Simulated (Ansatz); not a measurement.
VH₂: checking dH/dP = V

The calculation used DFT PBEsol, scalar-relativistic, plane waves, PAW (Ansatz 0.2.0). Settings: 420 eV cutoff, 18×18×18 k-mesh, Gaussian smearing of 0.10 eV, no spin polarisation.

Reference structure (relaxed):

```xyz
3
Lattice="0.0000 2.0821 2.0821 2.0821 0.0000 2.0821 2.0821 2.0821 0.0000" Properties=species:S:1:pos:R:3 pbc="T T T"
V     0.0000    0.0000    0.0000
H     1.0410    1.0410    1.0410
H     3.1231    3.1231    3.1231
```

Cell and atoms were relaxed at each target pressure within the start's symmetry (Fm-3m), at zero temperature; other phases can be more stable under pressure. H = E + PV with P the target; E is the free energy at the smearing used, whose derivative the pressure is, per atom and counted from zero pressure.

```tsv
P (GPa)	V (Å³/atom)	E − E0 (meV)	H − H0 (meV)
0	6.017	0.0	0.0
3	5.924	0.9	111.8
8	5.787	5.6	294.5
15	5.617	17.7	543.6
30	5.318	59.0	1054.8
60	4.885	178.1	2007.5
```

Task: Thermodynamics gives dH/dP = V along a relaxed path. Integrate V over P by the trapezoid rule and compare with the computed enthalpies.

Result: With 1 eV/Å³ = 160.22 GPa, each step adds the mean volume times ΔP / 160.22:
```tsv
P (GPa)	∫V dP (meV)	H − H0 (meV)	difference (meV)
3	111.8	111.8	0.0
8	294.5	294.5	0.0
15	543.7	543.6	0.1
30	1055.6	1054.8	0.7
60	2010.8	2007.5	3.3
```

V(P) curves upward, so the trapezoid rule runs high; integrating a smooth curve through the same points (P as a polynomial of degree 4 in ln V) puts that excess at about 3.4 meV at 60 GPa, against the 3.3 meV found.

Task: At 60 GPa, how much of the enthalpy change is stored energy and how much is the PV term?

Result: E rises by 178 meV/atom and PV is 60 × 4.885 / 160.22 = 1829 meV/atom, so PV makes 91 % of ΔH. So between rival structures at high pressure a small difference in volume can outweigh the difference in energy: 1 % of this volume is worth 18.3 meV/atom at this pressure.

Task: What bulk modulus do the lowest pressures give?

Result: From the pressures that the runs reached, -2.99 GPa (6.116 Å³) and 3.06 GPa (5.924 Å³), B = −ΔP/Δln V = 6.05 / 0.0319 = 190 GPa, a mean over that range.